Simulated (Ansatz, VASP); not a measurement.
**AlN: VASP beside Ansatz**

File INCAR:

```
ALGO = Normal
EDIFF = 1E-6
ENCUT = 520
GGA = PS
ISIF = 2
ISMEAR = 0
LASPH = True
LCHARG = False
LREAL = False
LWAVE = False
NBANDS = 11
NELM = 80
PREC = Accurate
SIGMA = 0.02
```

File KPOINTS:

```
k-points
0
Gamma
  10 10 10
```

Contents of POSCAR:

```
AlN
1.0
    0.0000000000      2.1284327634      2.1284327634
    2.1284327634      0.0000000000      2.1284327634
    2.1284327634      2.1284327634      0.0000000000
Al N
1 1
Direct
    0.0000000000      0.0000000000      0.0000000000
    0.7500000000      0.7500000000      0.7500000000
```

Input for Ansatz:

```yaml
crystal:
  lattice:
    - [0.0, 2.1284327634, 2.1284327634]
    - [2.1284327634, 0.0, 2.1284327634]
    - [2.1284327634, 2.1284327634, 0.0]
  atoms:
    - { symbol: Al, position: [0.0, 0.0, 0.0] }
    - { symbol: "N", position: [0.75, 0.75, 0.75] }
basis:
  ecutwfc: 420
kpoints:
  mp_grid: { grid: [10, 10, 10] }
hamiltonian:
  xc: pbesol
scf:
  occupations: { method: gaussian, width: 0.02 }
output:
  forces: true
  stress: true
  eigenvalues: true
  populations: true
```

Alike in both runs: task single point; functional PBEsol; k mesh 10 × 10 × 10; occupations gaussian, width 0.02 eV; no spin polarisation.

|  | VASP | Ansatz |
| --- | --- | --- |
| version | VASP 6.6.1 | Ansatz 0.2.0 |
| potentials or method | VASP PAW PBE potentials, release 64 (Al, N) | scalar-relativistic, plane waves, PAW |
| plane-wave cutoff (eV) | 520 | 420 |
| valence electrons in the cell | 8 | 8 |

VASP gave:

- gap on the k mesh at the Fermi level (eV): 3.22
- least direct gap on the mesh (eV): 4.83
- pressure (GPa): 19.9

Problem. Which values does Ansatz return?

Solution. gap on the k mesh at the Fermi level (eV): 3.23; least direct gap on the mesh (eV): 4.81; pressure (GPa): 19.8.

With one functional, cell and mesh, what is left measures potentials, basis and numerics.

Caveats: so large a pressure means that the cell lies far from this level's equilibrium, or that cutoff or potentials fall short (VASP); the potentials were made for another functional, which shifts forces and pressure (VASP). A k mesh can miss the band edges.
